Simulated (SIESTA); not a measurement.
**Sn in SIESTA: convergence with k mesh**

Crystal: Sn.

```xyz
2
Lattice="0.0000 3.2333 3.2333 3.2333 0.0000 3.2333 3.2333 3.2333 0.0000" Properties=species:S:1:pos:R:3 pbc="T T T"
Sn    4.9199    4.8950    4.8835
Sn    3.2625    3.2161    3.2452
```

This isn't the form of Sn at room conditions, which is tetragonal (white tin).

The cell isn't the ideal one: atoms moved at random, drawn with an rms of 0.05 Å.

```yaml
Program: SIESTA 5.4.2
Task: single point
Functional: PBE
Potentials_or_basis: PseudoDojo 0.4 standard (PBE files)
Basis: DZP (energy shift 0.003 Ry; two zetas on semicore shells)
Grid_cutoff: 500 Ry
Energy_shift: 0.003 Ry
k_mesh: 2 × 2 × 2
Occupations: fermi-dirac, width 0.05 eV
Spin: no spin polarisation
```

These are the settings of the first run; the series varies k mesh, with any setting tied to it.

Hardware: 1 thread of Intel(R) Xeon(R) 6975P-C (Granite Rapids) (shared host).

```csv
k mesh,"energy less the tightest run, at zero smearing (meV/atom)",pressure (GPa),largest force (eV/Å),SCF cycles,CPU time (s),peak memory (GiB)
2 × 2 × 2,1110.53,12.92,0.115,9,23,0.29
3 × 3 × 3,289.90,6.30,0.428,8,22,0.29
4 × 4 × 4,95.28,4.87,0.573,8,22,0.29
5 × 5 × 5,35.98,4.39,0.616,8,23,0.29
6 × 6 × 6,14.90,4.27,0.628,8,25,0.29
7 × 7 × 7,6.22,4.24,0.621,8,26,0.29
9 × 9 × 9,0.00,4.22,0.619,8,34,0.29
```

Against the tightest run, the pressure stays within 0.1 GPa from 6 × 6 × 6 on; the largest force stays within 0.005 eV/Å from 7 × 7 × 7 on. Not settled before the last step: the energy (to 1 meV/atom). Meshes of other sizes hit other points, so gaps and Fermi surfaces needn't settle smoothly. The tightest run that finished is the yardstick and may itself not be fully converged.

Caveat, for the tightest run too: the basis of atomic orbitals isn't converged, which shifts pressures, moduli and gaps.
